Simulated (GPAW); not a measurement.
# TePt (P6_3/mmc) in GPAW: convergence with k mesh

Aim: find how far k mesh must go before the results for TePt settle, at r2SCAN. This setting moves, with any that are tied to it; all else stays.

Everything below comes from runs of GPAW 26.7.0. Logs are shortened: lines on timing, memory, paths and dates and some standing lists are left out, and cuts for length are marked. The log counts tension as positive stress, the text compression.

**1. Starting point**

It takes space group P6_3/mmc (No. 194, hexagonal). Conventional cell: a = 4.263 Å, b = 4.263 Å, c = 5.662 Å, α = 90.00°, β = 90.00°, γ = 120.00°. Pt (site symmetry -3m) is surrounded by 2 Pt at 2.83 Å and 6 Te at 2.84 Å. Te (site symmetry -6m2) has 6 Pt at 2.84 Å as nearest neighbours.

Measurements of this composition are mostly on another form, of space group No. 166.

**2. With k mesh 2 × 2 × 1**

Input file run.py:

```python
from ase.dft.bandgap import bandgap
from ase.io import read, write
from ase.units import GPa
from gpaw import GPAW, PW

atoms = read('POSCAR')

calc = GPAW(mode=PW(600),
            xc='MGGA_X_R2SCAN+MGGA_C_R2SCAN',
            kpts={'size': (2, 2, 1), 'gamma': True},
            occupations={'name': 'fermi-dirac', 'width': 0.05},
            nbands=39,
            convergence={'density': 1e-05, 'energy': 1e-05},
            maxiter=100,
            txt='gpaw.txt')
atoms.calc = calc
energy = atoms.get_potential_energy()
forces = atoms.get_forces()
stress = atoms.get_stress()
calc.write('gs.gpw')
write('result.traj', atoms)
print(f'Energy: {energy:.6f} eV')
print('Forces (eV/A):')
print(forces.round(4))
print('Stress (GPa):', (stress / GPa).round(3))
print('Fermi level:', round(calc.get_fermi_level(), 4), 'eV')
print(f'Gap: {bandgap(calc)[0]:.4f} eV, direct: {bandgap(calc, direct=True)[0]:.4f} eV')
```

Input file POSCAR:

```
TePt
1.0
    4.2628798384      0.0000000000      0.0000000000
   -2.1314399192      3.6917622333      0.0000000000
    0.0000000000      0.0000000000      5.6617710000
Pt Te
2 2
Direct
    0.0000000000      0.0000000000      0.0000000000
    0.0000000000      0.0000000000      0.5000000000
    0.3333333333      0.6666666667      0.2500000000
    0.6666666667      0.3333333333      0.7500000000
```

Potentials or basis: GPAW PAW data sets (gpaw-data 1.2.1), pw.

Command:

```
OMP_NUM_THREADS=1 python run.py
```

Wall time 19 s (1 thread of Arm Neoverse V1, shared host); peak memory 0.33 GiB.

What came out:

```
Free energy            : -82.3150 eV
Pressure               : -3.2 GPa
Band gap on the k mesh : 0.76 eV, indirect (least direct gap 1.52 eV)
```

**3. With k mesh 3 × 3 × 2**

run.py, as its differences from that of step 2:

```diff
@@ -9,3 +9,3 @@
             xc='MGGA_X_R2SCAN+MGGA_C_R2SCAN',
-            kpts={'size': (2, 2, 1), 'gamma': True},
+            kpts={'size': (3, 3, 2), 'gamma': True},
             occupations={'name': 'fermi-dirac', 'width': 0.05},
```

POSCAR is that of step 2.

Potentials or basis: GPAW PAW data sets (gpaw-data 1.2.1), pw.

Command:

```
OMP_NUM_THREADS=1 python run.py
```

It took 47 s on 1 thread of Arm Neoverse V1, shared host; peak memory 0.33 GiB.

Results:

```
Free energy            : -81.2448 eV
Pressure               : -0.9 GPa
Band gap on the k mesh : none (metal or under the smearing width)
```

**4. With k mesh 4 × 4 × 3**

run.py, as its differences from that of step 3:

```diff
@@ -9,3 +9,3 @@
             xc='MGGA_X_R2SCAN+MGGA_C_R2SCAN',
-            kpts={'size': (3, 3, 2), 'gamma': True},
+            kpts={'size': (4, 4, 3), 'gamma': True},
             occupations={'name': 'fermi-dirac', 'width': 0.05},
```

POSCAR is that of step 3.

Command:

```
OMP_NUM_THREADS=1 python run.py
```

Wall time 63 s (1 thread of Arm Neoverse V1, shared host); peak memory 0.34 GiB.

Results (log left out):

| Property | Result |
| --- | --- |
| Free energy | -81.4657 eV |
| Pressure | -2.1 GPa |
| Band gap on the k mesh | none (metal or under the smearing width) |

**5. With k mesh 5 × 5 × 3**

run.py, as its differences from that of step 4:

```diff
@@ -9,3 +9,3 @@
             xc='MGGA_X_R2SCAN+MGGA_C_R2SCAN',
-            kpts={'size': (4, 4, 3), 'gamma': True},
+            kpts={'size': (5, 5, 3), 'gamma': True},
             occupations={'name': 'fermi-dirac', 'width': 0.05},
```

POSCAR is that of step 4.

Command:

```
OMP_NUM_THREADS=1 python run.py
```

It took 83 s on 1 thread of Arm Neoverse V1, shared host; peak memory 0.35 GiB.

The run converged. Its results:

| Item | Value |
| --- | --- |
| Free energy | -81.5220 eV |
| Pressure | -2.3 GPa |
| Band gap on the k mesh | none (metal or under the smearing width) |

**6. With k mesh 6 × 6 × 4**

run.py, as its differences from that of step 5:

```diff
@@ -9,3 +9,3 @@
             xc='MGGA_X_R2SCAN+MGGA_C_R2SCAN',
-            kpts={'size': (5, 5, 3), 'gamma': True},
+            kpts={'size': (6, 6, 4), 'gamma': True},
             occupations={'name': 'fermi-dirac', 'width': 0.05},
```

POSCAR is that of step 5.

Potentials or basis: GPAW PAW data sets (gpaw-data 1.2.1), pw.

Command:

```
OMP_NUM_THREADS=1 python run.py
```

Wall time 2.6 min (1 thread of Arm Neoverse V1, shared host); peak memory 0.38 GiB.

Results (log left out):

- Free energy: -81.5314 eV
- Pressure: -2.3 GPa
- Band gap on the k mesh: none (metal or under the smearing width)

**7. With k mesh 7 × 7 × 4**

run.py, as its differences from that of step 6:

```diff
@@ -9,3 +9,3 @@
             xc='MGGA_X_R2SCAN+MGGA_C_R2SCAN',
-            kpts={'size': (6, 6, 4), 'gamma': True},
+            kpts={'size': (7, 7, 4), 'gamma': True},
             occupations={'name': 'fermi-dirac', 'width': 0.05},
```

POSCAR is that of step 6.

Potentials or basis: GPAW PAW data sets (gpaw-data 1.2.1), pw.

Command:

```
OMP_NUM_THREADS=1 python run.py
```

gpaw.txt:

```text
__  _  _
 | _ |_)|_||  |
 |__||  | ||/\| - 26.7.0

Input parameters:
  mode=PW(ecut=600.0),
  convergence={'density': 1e-05, 'energy': 1e-05},
  kpts=MonkhorstPack(size=(7, 7, 4), gamma=True),
  maxiter=100,
  nbands=39,
  occupations=Occupations(name='fermi-dirac', width=0.05),
  xc=XC(name='MGGA_X_R2SCAN+MGGA_C_R2SCAN')

Diagonalizing LCAO Hamiltonian
Converting LCAO to pw mode

             Te

       PtTe

       Pt

Atoms  # Å, Bohr magnetons
|   | symbol |         x |        y |        z |    initial magnetic moments |
|---|--------|-----------|----------|----------|-----------------------------|
| 0 |     Pt |  0.000000 | 0.000000 | 0.000000 | ( 0.0000,  0.0000,  0.0000) |
| 1 |     Pt |  0.000000 | 0.000000 | 2.830885 | ( 0.0000,  0.0000,  0.0000) |
| 2 |     Te | -0.000000 | 2.461175 | 1.415443 | ( 0.0000,  0.0000,  0.0000) |
| 3 |     Te |  2.131440 | 1.230587 | 4.246328 | ( 0.0000,  0.0000,  0.0000) |

Unit cell  # Å
| periodic |         x |        y |        z |  lengths |     angles |
|----------|-----------|----------|----------|----------|------------|
|      yes |  4.262880 | 0.000000 | 0.000000 | 4.262880 |  90.000000 |
|      yes | -2.131440 | 3.691762 | 0.000000 | 4.262880 |  90.000000 |
|      yes |  0.000000 | 0.000000 | 5.661771 | 5.661771 | 120.000000 |

Number of symmetries: 12
Symmetry operations  # r_c * U_cc + t_c -> r_c
|    | kind |            matrix            |
|----|------|------------------------------|
|  0 |  σ   |  1, 1, 0,  0,-1, 0,  0, 0, 1 |
|  1 |  S6  |  1, 1, 0, -1, 0, 0,  0, 0,-1 |
|  2 |  E   |  1, 0, 0,  0, 1, 0,  0, 0, 1 |
|  3 |  C2  |  1, 0, 0, -1,-1, 0,  0, 0,-1 |
|  4 |  C2  |  0, 1, 0,  1, 0, 0,  0, 0,-1 |
|  5 |  C3  |  0, 1, 0, -1,-1, 0,  0, 0, 1 |
|  6 |  S6  |  0,-1, 0,  1, 1, 0,  0, 0,-1 |
|  7 |  σ   |  0,-1, 0, -1, 0, 0,  0, 0, 1 |
|  8 |  σ   | -1, 0, 0,  1, 1, 0,  0, 0, 1 |
|  9 |  i   | -1, 0, 0,  0,-1, 0,  0, 0,-1 |
| 10 |  C3  | -1,-1, 0,  1, 0, 0,  0, 0, 1 |
| 11 |  C2  | -1,-1, 0,  0, 1, 0,  0, 0,-1 |

BZ-sampling:
  Number of BZ points: 196
  Number of IBZ points: 28

  Monkhorst-Pack size: [7, 7, 4]
  Monkhorst-Pack shift: [0.0, 0.0, 0.125]

K-points  # in reciprocal-cell coordinates
|     |                                coordinates |     weight |
|-----|--------------------------------------------|------------|
|   0 | (  0.00000000,   0.00000000,   0.00000000) | 0.00510204 |
|   1 | (  0.00000000,   0.00000000,   0.25000000) | 0.01020408 |
|   2 | (  0.00000000,   0.00000000,   0.50000000) | 0.00510204 |
|   3 | (  0.14285714,   0.00000000,  -0.25000000) | 0.03061224 |
|   4 | (  0.14285714,   0.00000000,   0.00000000) | 0.03061224 |
|   5 | (  0.14285714,   0.00000000,   0.25000000) | 0.03061224 |
|   6 | (  0.14285714,   0.00000000,   0.50000000) | 0.03061224 |
|   7 | (  0.28571429,  -0.14285714,   0.00000000) | 0.03061224 |
|   8 | (  0.28571429,  -0.14285714,   0.25000000) | 0.06122449 |
|   9 | (  0.28571429,  -0.14285714,   0.50000000) | 0.03061224 |
| ... |                                            |            |
|  27 | (  0.42857143,   0.42857143,   0.50000000) | 0.03061224 |

Plane wave coefficients: 3005
Cutoff: 600.0 eV

Spin-components: 1 (collinear spins)
Bands:           39
Projectors:      22
Spin-degeneracy: 2
Datatype:        complex128

Parallelization:
  kpt:    1
  domain: 1
  band:   1

Density:
  Valence electrons: 44.0
  Components: 1
  Grid points: [25 25 32]
  Charge: 0.0  # |e|

Potential:
  Grid points: [25 25 32]

species:
  Pt:
    name:    Platinum
    Z:       78.0
    valence: 16
    core:    62
    charge:  0.0  # [|e|]
    compensation charges:
      type: gauss
      rc: 0.41  # [Å]
      lmax: 2
    cutoffs:
      filter: 2.26  # [Å]
      core: 2.26  # [Å]
    projectors
    | kind |    occ | energy [eV] | rcut [Å] |
    |------|--------|-------------|----------|
    |   6s |  1.000 |      -5.628 |    1.307 |
    |   5p |  6.000 |     -56.051 |    1.371 |
    |   6p |  0.000 |      -0.845 |    1.371 |
    |   5d |  9.000 |      -6.153 |    1.307 |
    |    s |        |      21.583 |    1.307 |
    |    d |        |      21.058 |    1.307 |

    Using partial waves for Pt as LCAO basis

  Te:
    name:    Tellurium
    Z:       52.0
    valence: 6
    core:    46
    charge:  0.0  # [|e|]
    compensation charges:
      type: gauss
      rc: 0.36  # [Å]
      lmax: 2
    cutoffs:
      filter: 2.09  # [Å]
      core: 3.17  # [Å]
    projectors
    | kind |    occ | energy [eV] | rcut [Å] |
    |------|--------|-------------|----------|
    |   5s |  2.000 |     -15.089 |    1.180 |
    |   5p |  4.000 |      -5.955 |    1.196 |
    |    s |        |      12.123 |    1.180 |
    |    p |        |      21.256 |    1.196 |
    |    d |        |       0.000 |    1.238 |

    Using partial waves for Te as LCAO basis

Reference energy: -1370332.092403  # eV

eigensolver:
  PPCG
  Converge bands: occupied
  niter=2

density mixing:
  MSR1-Mixer
  Pratt-step length: 0.05
  Maximum mixing coefficient: 0.75
  Old densities: 10
  SVD Regularization: 0.005
  Good broyden scale: 1.0
  Trust region scale: 1.0
  Backstep threshold: 4.0
  History deletion threshold: 6.0
  Fourier metric: weight=20.0, sigma=0.015

occupation numbers:
  Fermi-Dirac:
    width: 0.0500  # eV

poisson solver:
  ecut: 4800.0  # eV

xc functional:
  name: MGGA_X_R2SCAN+MGGA_C_R2SCAN with 2 nearest neighbor stencil

convergence criteria:
- Maximum integral of absolute [dens]ity change: 1e-05 electrons / valence electron
- Maximum [total energy] change in last 3 cyles: 1e-05 eV / valence electron
- Maximum integral of absolute [eigenst]ate change: 4e-08 eV^2 / valence electron
maximum number of iterations: 100

SCF iterations
|iter     | |      energy | eigst |  dens |
|---------|-|-------------|-------|-------|
|iter:   1| |  -90.058464 | +0.52 |       |
|iter:   2| |  -81.531356 | -1.21 | -1.32 |
|iter:   3| |  -81.510166 | -2.46 | -1.38 |
|iter:   4| |  -81.499777 | -2.71 | -1.58 |
|iter:   5| |  -81.501136 | -3.54 | -1.98 |
|iter:   6| |  -81.503839 | -3.87 | -2.20 |
|iter:   7| |  -81.503263 | -4.81 | -2.56 |
|iter:   8| |  -81.503555 | -5.06 | -2.75 |
|iter:   9| |  -81.503627c| -5.68 | -3.23 |
|iter:  10| |  -81.503631c| -6.75 | -3.84 |
|iter:  11| |  -81.503632c| -7.63c| -4.31 |
|iter:  12| |  -81.503633c| -7.66c| -4.85 |
|iter:  13| |  -81.503633c| -8.11c| -5.44c|

Converged in 13 steps
Energy contributions relative to reference atoms: (reference = -1370332.092403)

Energy contributions:
  Kinetic:          -3.612139
  Coulomb:           2.750456
  Zero:             -1.515136
  External:          0.000000
  Xc:              -79.114678
  Entropy:          -0.024272
  Spinorbit:         0.000000
  ----------------------------
  Free energy:     -81.515769
  Extrapolated:    -81.503633

dipole moment: (-14.383640, -24.913196, -19.103800)  # |e|*Ang

Fermi level: 8.902
Eigenvalues  # (at kpt = [0.000, 0.000, 0.000])
| band index |      eig [eV] | occ [0-2] |
|------------|---------------|-----------|
|          0 |       -45.296 |     2.000 |
|        ... |               |           |
|         12 |         4.915 |     2.000 |
|         13 |         4.915 |     2.000 |
|         14 |         5.637 |     2.000 |
|         15 |         5.637 |     2.000 |
|         16 |         6.986 |     2.000 |
|         17 |         6.987 |     2.000 |
[... 8 lines left out ...]
|         26 |        14.014 |     0.000 |
|         27 |        14.014 |     0.000 |
|        ... |               |           |
|         38 |        21.598 |     0.000 |

No gap
No difference between direct/indirect transitions

Forces  # eV/Ang
|        x |        y |        z |
|----------|----------|----------|
|  0.00000 |  0.00000 |  0.00000 |  # Pt   0
|  0.00000 |  0.00000 |  0.00000 |  # Pt   1
| -0.00000 |  0.00000 | -0.00006 |  # Te   2
|  0.00000 | -0.00000 |  0.00006 |  # Te   3

Stress tensor  # eV/Ang^3
|        x |        y |        z |
|----------|----------|----------|
| 0.013510 | 0.000000 | 0.000000 |
| 0.000000 | 0.013510 | 0.000000 |
| 0.000000 | 0.000000 | 0.016280 |

# Writing to gs.gpw (mode='')
```

It took 3.2 min on 1 thread of Arm Neoverse V1, shared host; peak memory 0.39 GiB.

Results:

* Free energy: -81.5158 eV
* Pressure: -2.3 GPa
* Band gap on the k mesh: none (metal or under the smearing width)

**8. Summary**

| k mesh | energy less the tightest run, at zero smearing (meV/atom) | pressure (GPa) | gap on the mesh (eV) | SCF cycles | CPU time (s) | peak memory (GiB) |
| --- | --- | --- | --- | --- | --- | --- |
| 2 × 2 × 1 | -202.79 | -3.17 | 0.759 | 12 | 19 | 0.33 |
| 3 × 3 × 2 | 72.88 | -0.90 | 0.000 | 13 | 47 | 0.33 |
| 4 × 4 × 3 | 12.84 | -2.08 | 0.000 | 13 | 63 | 0.34 |
| 5 × 5 × 3 | -1.34 | -2.26 | 0.000 | 13 | 83 | 0.35 |
| 6 × 6 × 4 | -4.52 | -2.32 | 0.000 | 12 | 160 | 0.38 |
| 7 × 7 × 4 | 0.00 | -2.31 | 0.000 | 13 | 190 | 0.39 |

Against the tightest run, the pressure stays within 0.1 GPa from 5 × 5 × 3 on; the gap on the mesh stays within 0.01 eV from 3 × 3 × 2 on. Not settled before the last step: the energy (to 1 meV/atom). Meshes of other sizes hit other points, so gaps and Fermi surfaces needn't settle smoothly. The tightest run that finished is the yardstick and may itself not be fully converged.

Caveats: the PAW data sets were made with another functional, which shifts forces and pressure a little.
